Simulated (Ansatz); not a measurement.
Pt under changes of volume

One of the cells (15.815 Å³/atom); the others are scaled copies at fixed shape and fractional positions:

```
Pt
1.0
     2.76067    0.00000    0.00000
    -1.38033    2.39081    0.00000
     0.00000    0.00000    4.79213
Pt
2
Direct
  0.33333 0.66667 0.25000
  0.66667 0.33333 0.75000
```

This isn't the form of Pt at room conditions, which is fcc.

| Item | Value |
| --- | --- |
| Program | Ansatz 0.2.0 |
| Functional | PBEsol |
| Potentials or basis | all-electron LAPW, scalar-relativistic |
| Cutoff | 293 eV (chosen from the basis error) |
| Basis error allowed | 0.0005 eV/atom |
| k mesh | 11 × 11 × 6 |
| Occupations | fermi-dirac, width 0.05 eV |
| Spin | no spin polarisation |

```csv
volume (Å³/atom),energy over the lowest point (meV/atom),pressure (GPa)
14.866,4.80,5.7
15.182,0.00,-0.5
15.498,6.69,-5.9
15.815,23.42,-10.7
16.131,48.93,-14.8
16.447,?,?
16.763,121.91,-21.6
```

**Question.** What does the run at 16.447 Å³/atom give?

**Answer.** Energy over the lowest point 82.09 meV/atom; pressure -18.4 GPa.

Worked out: A Birch-Murnaghan fit of order 3 (a polynomial in V^(-2/3)) to the other rows has its minimum at 15.15 Å³/atom with B0 = V·E''(V) = 282 GPa and B' = 5.4 at fixed shape and positions, which overstates the stiffness. It gives 82.07 meV/atom at 16.447 Å³/atom, against the run's 82.09, and -dE/dV = -18.6 GPa, against -18.4.

Energies are extrapolated to zero smearing.
